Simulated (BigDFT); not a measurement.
# MgSe in BigDFT: convergence with grid spacing

The system is MgSe.

```
Se Mg
1.0
     3.85444    0.00000    0.00000
     0.00000    3.85444    0.00000
     0.00000    0.00000    5.45100
Se Mg
2 2
Cartesian
  1.9272 1.9272 0.0000
  0.0000 0.0000 2.7255
  1.9272 1.9272 2.7255
  0.0000 0.0000 0.0000
```

```yaml
Program: BigDFT 1.9.6
Task: single point
Functional: PBE
Potentials_or_basis: GTH-PBE (Mg q2, Se q6)
k_mesh: 5 × 5 × 4
Occupations: fixed
Spin: no spin polarisation
```

These are the settings of the first run; the series varies grid spacing, with any setting tied to it.

Hardware: 1 thread of Intel(R) Xeon(R) 6975P-C (Granite Rapids) (shared host).

**Question.** The values tried are 0.7358, 0.71, 0.63, 0.55, 0.49 bohr, 0.43 bohr, 0.39 bohr, loosest first. From which on does the pressure stay within 0.1 GPa of the tightest run that finished?

**Answer.** From 0.71 on.

| grid spacing | energy less the tightest run, at zero smearing (meV/atom) | pressure (GPa) | SCF cycles | CPU time (s) | peak memory (GiB) |
| --- | --- | --- | --- | --- | --- |
| 0.7358 | 5.32 | 2.56 | 12 | 44 | 0.75 |
| 0.71 | 2.18 | 2.63 | 12 | 51 | 0.85 |
| 0.63 | 1.49 | 2.65 | 12 | 53 | 0.97 |
| 0.55 | 1.14 | 2.65 | 12 | 63 | 1.1 |
| 0.49 bohr | 0.29 | 2.67 | 12 | 95 | 1.6 |
| 0.43 bohr | 0.14 | 2.67 | 12 | 110 | 2.1 |
| 0.39 bohr | 0.00 | 2.67 | 12 | 160 | 3 |

Against the tightest run, the energy stays within 1 meV/atom from 0.49 bohr on. Values are those asked for, which the program may round to a finer grid. The tightest run that finished is the yardstick and may itself not be fully converged.

Caveat, for the tightest run too: the k mesh is coarse; k mesh and grid of the rectangular supercell lack the crystal's full symmetry, which shows in the stress; the log prints the pressure with the opposite sign.
